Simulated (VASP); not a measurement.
A run of VASP 6.6.1 is set up as follows.

INCAR

```
SYSTEM = SnO
ALGO = Fast
EDIFF = 1E-6
ENCUT = 520
GGA = PE
ISIF = 2
ISMEAR = 0
IVDW = 12
LASPH = .True.
LCHARG = .False.
LREAL = .False.
LWAVE = .False.
NBANDS = 28
NELM = 100
PREC = Accurate
SIGMA = 0.05
```

Contents of KPOINTS:

```
k-points
0
Gamma
  8 6 6
  0 0 0
```

Contents of POSCAR:

```
SnO
1.0
    3.2879049000      0.0000000000      0.0000000000
    0.0000000000      5.5606219200      0.0000000000
    0.0000000000      0.0000000000      4.2219700000
Sn O
2 2
Direct
    0.0000000000      0.2319090000      0.5131440000
    0.5000000000      0.7680910000      0.0131440000
    0.0000000000      0.8912500000      0.7368570000
    0.5000000000      0.1087500000      0.2368570000
```

Potentials or basis: VASP PAW PBE potentials, release 64 (Sn_d, O).

Run with:

```bash
$ cat potpaw_PBE.64/Sn_d/POTCAR potpaw_PBE.64/O/POTCAR > POTCAR
$ mpirun -np 1 vasp_std > vasp.out
```

Question: What does it give for the band gap on the k mesh?

Answer: 1.33 eV, indirect (least direct gap 1.90 eV).

Question: Predict the largest force.

Answer: 0.614 eV/Å.

Question: What does it give for the dispersion energy per atom?

Answer: -0.214 eV.

Stress tensor (GPa, compression positive):
```
2.93 0.00 0.00
0.00 2.91 0.00
0.00 0.00 1.52
```

Caveat: spin-orbit coupling is left out, which moves the levels of the heavy elements. A k mesh can miss the band edges.
